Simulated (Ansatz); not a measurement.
# AgI: the cost of one run

Method: DFT PBEsol, all-electron LAPW, scalar-relativistic unless said, in Ansatz 0.2.0.

The COD entry's cell or inner coordinates are ideal or old and differ from later refinements, so a difference from it is no clean test against experiment.

### 1 Starting point

It takes space group F-43m (No. 216, cubic). The conventional cell has a = 6.450 Å, b = 6.450 Å, c = 6.450 Å, α = 90.00°, β = 90.00°, γ = 90.00°. Ag (site symmetry -43m) has 4 I at 2.79 Å as nearest neighbours. I (site symmetry -43m) is surrounded by 4 Ag at 2.79 Å.

As a file:

```xyz
2
Lattice="3.2250 3.2250 0.0000 -3.2250 3.2250 0.0000 0.0000 3.2250 3.2250" Properties=species:S:1:pos:R:3 pbc="T T T"
Ag    0.0000    0.0000    0.0000
I     1.6125    4.8376    1.6125
```

Cartesian axes are those of the input's lattice vectors. The structure goes back to a database entry.

### 2 Reference run, fine mesh, LAPW

input.yaml reads:

```yaml
crystal:
  lattice:
    - [3.22504528746, 3.22504528746, 0.0]
    - [-3.22504528746, 3.22504528746, 0.0]
    - [0.0, 3.22504528746, 3.22504528746]
  atoms:
    - { symbol: Ag, position: [0.0, 0.0, 0.0] }
    - { symbol: I, position: [0.75, 0.25, 0.5] }
kpoints:
  mp_grid: { grid: [6, 6, 6] }
scf:
  occupations: { method: fixed }
hamiltonian:
  xc: pbesol
  pseudopotentials: { kind: all_electron, lapw: { basis_error: 0.001 } }
magnetization:
  noncollinear: true
  spin_orbit: true
output:
  forces: true
  stress: true
  eigenvalues: true
  eigenstates:
    nscf_kmesh: { grid: [10, 10, 10] }
    de_dk: true
    e_range: [-9, 11.19721053628]
checkpoint:
  write: ck
  write_wavefunctions: false
```

Command:

```
> ansatz run input.yaml --threads 1 --pin off --max-ram 3072MiB --backend cpu --events-out ev --progress --plain --runs-dir out
```

**Question.** How long does this run take on 1 thread of Arm Neoverse V2, shared host, and how much memory does it need?

About 1.9 min, with a peak of 0.49 GiB.
